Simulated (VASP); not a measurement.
The system is TaS2.

```xyz
3
Lattice="3.3500 0.0000 0.0000 -1.6750 2.9012 0.0000 0.0000 0.0000 5.8600" Properties=species:S:1:pos:R:3 pbc="T T T"
Ta    0.0000    0.0000    0.0000
S     0.0000    1.9341    1.4650
S     1.6750    0.9671    4.3950
```

Base run:

* Program: VASP 6.6.1
* Functional: r2SCAN
* Potentials or basis: VASP PAW PBE potentials, release 64 (Ta_pv, S)
* Cutoff: 520 eV
* k mesh: 7 × 7 × 3
* Occupations: gaussian, width 0.05 eV
* Spin: no spin polarisation
* Hubbard terms: Ta d U = 8 eV

Its results: band gap on the k mesh none (metal or under the smearing width); pressure 17.5 GPa; largest force 1.804 eV/Å.

Question: The run is repeated on the same cell with these changes: spin from no spin polarisation to collinear spin, random start; hubbard terms from Ta d U = 8 eV to none. What comes out?

Answer: Band gap on the k mesh none (metal or under the smearing width); pressure 7.9 GPa; net moment 0.10 μB per cell; site moments Ta +0.08; S -0.00 μB; largest force 0.998 eV/Å.

Several settings changed at once, so the effect can't be laid on one alone.

Caveats: the PAW data sets were made with another functional, which shifts forces and pressure a little; U without spin polarisation on a metal has little footing (some runs).
